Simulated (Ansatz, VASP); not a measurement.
# BN: VASP beside Ansatz

The input INCAR:

```
SYSTEM = BN
ALGO = Normal
EDIFF = 1E-6
ENCUT = 520
GGA = PS
ISIF = 2
ISMEAR = -1
LASPH = .True.
LCHARG = .False.
LREAL = .False.
LWAVE = .False.
NBANDS = 16
NELM = 100
PREC = Accurate
SIGMA = 0.03
```

KPOINTS

```
k-points
0
Gamma
  11 11 4
  0 0 0
```

Contents of POSCAR:

```
BN
1.0
    2.4701498301      0.0000000000      0.0000000000
   -1.2350749151      2.1392125040      0.0000000000
    0.0000000000      0.0000000000      6.5711727478
B N
2 2
Direct
    0.3333333333      0.6666666667      0.2500000000
    0.6666666667      0.3333333333      0.7500000000
    0.3333333333      0.6666666667      0.7500000000
    0.6666666667      0.3333333333      0.2500000000
```

Input for Ansatz:

```yaml
crystal:
  lattice:
    - [2.4701498301, 0.0, 0.0]
    - [-1.2350749151, 2.139212504, 0.0]
    - [0.0, 0.0, 6.5711727478]
  atoms:
    - { symbol: B, position: [0.3333333333, 0.6666666667, 0.25] }
    - { symbol: B, position: [0.6666666667, 0.3333333333, 0.75] }
    - { symbol: "N", position: [0.3333333333, 0.6666666667, 0.75] }
    - { symbol: "N", position: [0.6666666667, 0.3333333333, 0.25] }
kpoints:
  mp_grid: { grid: [11, 11, 4] }
  band_path:
    path:
      - [0.0, 0.0, 0.0]
      - [0.5, 0.0, 0.0]
      - [0.3333333333, 0.3333333333, 0.0]
      - [0.0, 0.0, 0.0]
      - [0.0, 0.0, 0.5]
      - [0.5, 0.0, 0.5]
      - [0.3333333333, 0.3333333333, 0.5]
      - [0.0, 0.0, 0.5]
      - [0.5, 0.0, 0.5]
    npoints: 5
scf:
  occupations: { method: fermi_dirac, width: 0.03 }
hamiltonian:
  xc: pbesol
  pseudopotentials: { kind: all_electron, lapw: { basis_error: 0.0005 } }
output:
  forces: true
  stress: true
  eigenvalues: true
```

Change from the starting cell: volume scaled by 0.96.

Alike in both runs: task single point; functional PBEsol; k mesh 11 × 11 × 4; occupations fermi-dirac, width 0.03 eV; no spin polarisation.

```csv
,VASP,Ansatz
version,VASP 6.6.1,Ansatz 0.2.0
potentials or method,"VASP PAW PBE potentials, release 64 (B, N)","all-electron LAPW, scalar-relativistic"
plane-wave cutoff (eV),520,see its input
```

|  | VASP | Ansatz | Ansatz less VASP |
| --- | --- | --- | --- |
| gap on the k mesh at the Fermi level (eV) | 4.28 | 4.28 | +0.006 |
| pressure (GPa) | 11.4 | 11.1 | -0.35 |
| largest component of the traceless stress (GPa) | 10.34 | 9.82 | -0.519 |

Ansatz ran all-electron here, so the differences hold the error of VASP's frozen core and of both bases.

Caveats: the PAW data sets were made with another functional, which shifts forces and pressure a little (VASP); an odd mesh through Γ misses points on the zone boundary, where band edges often lie; this functional lacks dispersion, which binds the layers, so the pressure and a relaxed spacing across them are unreliable.
